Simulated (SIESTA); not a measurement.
**GaCuSe2 in SIESTA: the effect of functional**

Crystal: GaCuSe2.

```
Se Ga Cu
1.0
    -2.80955    2.80955    5.51300
     2.80955   -2.80955    5.51300
     2.80955    2.80955   -5.51300
Se Ga Cu
4 2 2
Direct
  0.12562 0.62500 0.00062
  0.87500 0.87438 0.49938
  0.62438 0.12500 0.99938
  0.37500 0.37562 0.50062
  0.25000 0.75000 0.50000
  0.50000 0.50000 0.00000
  0.75000 0.25000 0.50000
  0.00000 0.00000 0.00000
```

Alike in all runs:

* Program: SIESTA 5.4.2
* Task: band structure
* Basis: DZP (energy shift 0.003 Ry; two zetas on semicore shells)
* Grid cutoff: 800 Ry
* Energy shift: 0.003 Ry
* k mesh: 7 × 7 × 7
* Occupations: fermi-dirac, width 0.05 eV
* Spin: no spin polarisation

```csv
functional,potentials or basis,gap on the mesh (eV),pressure (GPa),largest force (eV/Å)
PBE,PseudoDojo 0.4 standard (PBE files),?,?,?
LDA,PseudoDojo 0.4 standard (LDA files),0.28,-1.8,0.47
PBEsol,PseudoDojo 0.4 standard (PBEsol files),0.36,0.5,0.45
```

Task: What does the run with functional PBE give?

Result: gap on the mesh 0.43 eV; pressure 4.0 GPa; largest force 0.39 eV/Å.

Caveats: short orbitals over semicore shells can move pressures by several GPa; the basis of atomic orbitals isn't converged, which shifts pressures, moduli and gaps.

